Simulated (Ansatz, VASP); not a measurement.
**ZnO in VASP and in Ansatz**

File INCAR:

```
PREC     = Accurate       # precision mode
ENCUT    = 520            # plane-wave cutoff, eV
EDIFF    = 1E-6           # SCF threshold, eV
ISMEAR   = 0              # smearing method
SIGMA    = 0.01           # smearing width, eV
LREAL    = False          # projectors in reciprocal space
LASPH    = True           # aspherical terms in the spheres
NELM     = 100            # most SCF steps
ALGO     = Normal         # electronic algorithm
ISIF     = 2              # what is computed and relaxed
LWAVE    = False          # write WAVECAR
LCHARG   = False          # write CHGCAR
GGA      = PS             # functional
NBANDS   = 46             # bands
```

File KPOINTS:

```
Automatic mesh
0
Gamma
  4 4 6
```

POSCAR

```
ZnO
1.0
    5.5175700000      0.0000000000      0.0000000000
    0.0000000000      5.5175700000      0.0000000000
    0.0000000000      0.0000000000      3.2587800000
Zn O
4 4
Direct
    0.1819700000      0.1819700000      0.5000000000
    0.8180300000      0.8180300000      0.5000000000
    0.6819700000      0.3180300000      0.0000000000
    0.3180300000      0.6819700000      0.0000000000
    0.8172500000      0.1827500000      0.5000000000
    0.1827500000      0.8172500000      0.5000000000
    0.6827500000      0.6827500000      0.0000000000
    0.3172500000      0.3172500000      0.0000000000
```

Input for Ansatz:

```yaml
crystal:
  lattice:
    - [5.51757, 0.0, 0.0]
    - [0.0, 5.51757, 0.0]
    - [0.0, 0.0, 3.25878]
  atoms:
    - { symbol: Zn, position: [0.18196999999999997, 0.18196999999999997, 0.5] }
    - { symbol: Zn, position: [0.8180300000000001, 0.8180300000000001, 0.5] }
    - { symbol: Zn, position: [0.68197, 0.31803, 0.0] }
    - { symbol: Zn, position: [0.31803, 0.68197, 0.0] }
    - { symbol: O, position: [0.8172499999999999, 0.18275, 0.5] }
    - { symbol: O, position: [0.18275, 0.8172499999999999, 0.5] }
    - { symbol: O, position: [0.68275, 0.68275, 0.0] }
    - { symbol: O, position: [0.31725, 0.31725, 0.0] }
basis:
  ecutwfc: 420.0
kpoints:
  mp_grid:
    grid: [4, 4, 6]
hamiltonian:
  xc: pbesol
scf:
  n_extra_bands: 22
  convergence:
    dr2_threshold: 1.0e-09
  occupations:
    method: fixed
output:
  dos:
    de: 0.05
    projected: true
```

Measurements of this composition are mostly on another form, of space group No. 186.

Alike in both runs: task single point; functional PBEsol; k mesh 4 × 4 × 6; no spin polarisation.

|  | VASP | Ansatz |
| --- | --- | --- |
| version | VASP 6.6.1 | Ansatz 0.2.0 |
| potentials or method | VASP PAW PBE potentials, release 64 (Zn, O) | plane waves, PAW |
| plane-wave cutoff (eV) | 520 | 420 |
| occupations | gaussian, width 0.01 eV | fixed |
| valence electrons in the cell | 72 | 72 |

Ansatz gave:

```
gap on the k mesh at the Fermi level (eV) : 0.71
```

Question: What did VASP give for the same quantities?

Answer: gap on the k mesh at the Fermi level (eV): 0.70.
